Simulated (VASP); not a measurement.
The system is BaTe.

```
Ba Te
1.0
     4.26247    0.00000    0.00000
     0.00000    4.26247    0.00000
     0.00000    0.00000    4.26247
Ba Te
1 1
Direct
  0.00000 0.00000 0.00000
  0.50000 0.50000 0.50000
```

The cell comes from a database or a generator and needn't be the stable form of this composition.

Base run:

```yaml
Program: VASP 6.6.1
Functional: HSE06
Potentials_or_basis: VASP PAW PBE potentials, release 64 (Ba_sv, Te)
Cutoff: 520 eV
k_mesh: 4 × 4 × 4
Occupations: gaussian, width 0.02 eV
Spin: no spin polarisation
```

Its results: band gap on the k mesh 1.48 eV, indirect (least direct gap 1.67 eV); pressure -0.4 GPa.

**Question.** The run is repeated on the same cell with these changes: functional from HSE06 to PBE0; further incar settings from ALGO = Normal; EDIFF = 1e-07; NBANDS = 15 to ALGO = Normal; EDIFF = 1e-06. What comes out?

**Answer.** Band gap on the k mesh 2.14 eV, indirect (least direct gap 2.32 eV); pressure -0.5 GPa.

Caveats: the PAW data sets were made with another functional, which shifts forces and pressure a little; spin-orbit coupling is left out, which moves the levels of the heavy elements.
